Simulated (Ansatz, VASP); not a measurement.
# One calculation of BN, two programs

INCAR

```
ALGO = Normal ; EDIFF = 1E-7
ENCUT = 520 ; GGA = CA
ISIF = 2 ; ISMEAR = 0
LASPH = True ; LCHARG = True
LELF = True ; LREAL = False
LVHAR = True ; LWAVE = False
NBANDS = 16 ; NELM = 80
PREC = Accurate ; SIGMA = 0.01
```

Contents of KPOINTS:

```
k-points
0
Gamma
  10 10 4
```

File POSCAR:

```
BN
1.0
    2.4889407241      0.0000000000      0.0000000000
   -1.2444703620      2.1554858956      0.0000000000
    0.0000000000      0.0000000000      6.4943197696
B N
2 2
Direct
    0.3333333333      0.6666666667      0.2500000000
    0.6666666667      0.3333333333      0.7500000000
    0.3333333333      0.6666666667      0.7500000000
    0.6666666667      0.3333333333      0.2500000000
```

Input for Ansatz:

```yaml
crystal:
  lattice:
    - [2.48894072409, 0.0, 0.0]
    - [-1.24447036205, 2.15548589558, 0.0]
    - [0.0, 0.0, 6.49431976963]
  atoms:
    - { symbol: B, position: [0.333333333333, 0.666666666667, 0.25] }
    - { symbol: B, position: [0.666666666667, 0.333333333333, 0.75] }
    - { symbol: "N", position: [0.333333333333, 0.666666666667, 0.75] }
    - { symbol: "N", position: [0.666666666667, 0.333333333333, 0.25] }
kpoints:
  mp_grid: { grid: [10, 10, 4] }
scf:
  occupations: { method: fixed }
hamiltonian:
  xc: lda
  pseudopotentials: { kind: paw }
output:
  forces: true
  stress: true
  eigenvalues: true
  eigenstates:
    nscf_kmesh: { grid: [16, 16, 6] }
    de_dk: true
    e_range: [-9, 14.0629062867]
  optics:
    e_range: [0, 20]
    de: 0.2
    sigma: 0.1
    bands: { spectra_wanted_up_to: 20 }
    nscf_kmesh: { grid: [16, 16, 6] }
checkpoint:
  write: ck
  write_wavefunctions: false
```

Alike in both runs: task single point; functional LDA; k mesh 10 × 10 × 4; no spin polarisation.

|  | VASP | Ansatz |
| --- | --- | --- |
| version | VASP 6.6.1 | Ansatz 0.2.0 |
| potentials or method | VASP PAW LDA potentials, release 64 (B, N) | PAW with Ansatz's default frozen-core files, scalar-relativistic |
| plane-wave cutoff (eV) | 520 | 420 |
| occupations | gaussian, width 0.01 eV | fixed |
| valence electrons in the cell | 16 | 16 |

VASP gave:

* gap on the k mesh at the Fermi level (eV): 4.01
* pressure (GPa): 0.5
* largest component of the traceless stress (GPa): 0.63

Which values does Ansatz return?

gap on the k mesh at the Fermi level (eV): 4.03; pressure (GPa): 0.0; largest component of the traceless stress (GPa): 0.02.

A k mesh can miss the band edges. As with any semilocal functional, this LDA gap is likely too small.
